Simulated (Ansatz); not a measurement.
# Generalised stacking fault in Be

Theory: DFT PBE, scalar-relativistic, plane waves, PAW (Ansatz 0.2.0). The runs took a 420 eV cutoff, a Γ-centred 28×28×6 mesh and Gaussian smearing (0.15 eV). No spin polarisation. Energies are free energies at this smearing, counted from the undisturbed cell; pressure is positive in compression.

Reference structure (relaxed at this level; this bcc form isn't the usual structure):

```
Be
1.0
    -1.25022    1.25022   -1.25022
    -1.25022   -1.25022    1.25022
     0.00000    7.50130    7.50130
Be
6
Direct
  0.00000 0.00000 0.91665
  0.50000 0.50000 0.08332
  0.00000 0.00000 0.24998
  0.50000 0.50000 0.41665
  0.00000 0.00000 0.58332
  0.50000 0.50000 0.74998
```

The cut lies on the cell's a–b face, a (0 1 1) plane (indices in the standard cell, whose axes needn't be the Cartesian ones shown) of area 4.42 Å², between layers 1.77 Å apart. Vector c is tilted by f times 1·a + 1·b (length 2.500 Å) with the atoms' Cartesian places fixed: one unrelaxed fault a cell. The cell is metallic on the mesh throughout.

(f, γ (mJ/m²)): (0.0000, 0), (0.1000, 351), (0.2000, 1277), (0.3000, 2391), (0.4000, 3281), (0.5000, 3624)

By symmetry 0.6000 repeats 0.4000, 0.8000 repeats 0.2000, 0.7000 repeats 0.3000, 0.9000 repeats 0.1000 in energy, with the opposite slope along the path.

Cost: 6 runs of about 4.2 core-minutes in all, on Arm Neoverse V1 (shared hosts).